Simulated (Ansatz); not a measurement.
K:

```
CELL_PARAMETERS angstrom
-2.69756 2.69756 2.69756
2.69756 -2.69756 2.69756
2.69756 2.69756 -2.69756
ATOMIC_POSITIONS crystal
K 0.00000 0.00000 0.00000
```

```yaml
Program: Ansatz 0.2.0
Task: single point
Functional: PBE
Potentials_or_basis: Ansatz PAW
Cutoff: "420 eV (not typed: the program's choice for these potentials)"
k_mesh: 7 × 7 × 7
Occupations: fermi-dirac, width 0.05 eV
Spin: no spin polarisation
```

On this cell: pressure -0.2 GPa; band gap on the k mesh none (metal or under the smearing width).

The same run follows on a disturbed copy (cell strained at random at fixed volume):

```xyz
1
Lattice="-2.6291 2.6676 2.6001 2.7187 -2.7445 2.7665 2.6601 2.7755 -2.6769" Properties=species:S:1:pos:R:3 pbc="T T T"
K     0.0063    0.0330   -0.0519
```

**Question.** What does the disturbed cell give?

**Answer.** The energy (extrapolated to zero smearing) moves by +1.4 meV/atom; pressure -0.2 GPa; band gap on the k mesh none (metal or under the smearing width).

Stress tensor (GPa, compression positive):
```
-0.20 -0.04 -0.09
-0.04 -0.19  0.08
-0.09  0.08 -0.21
```
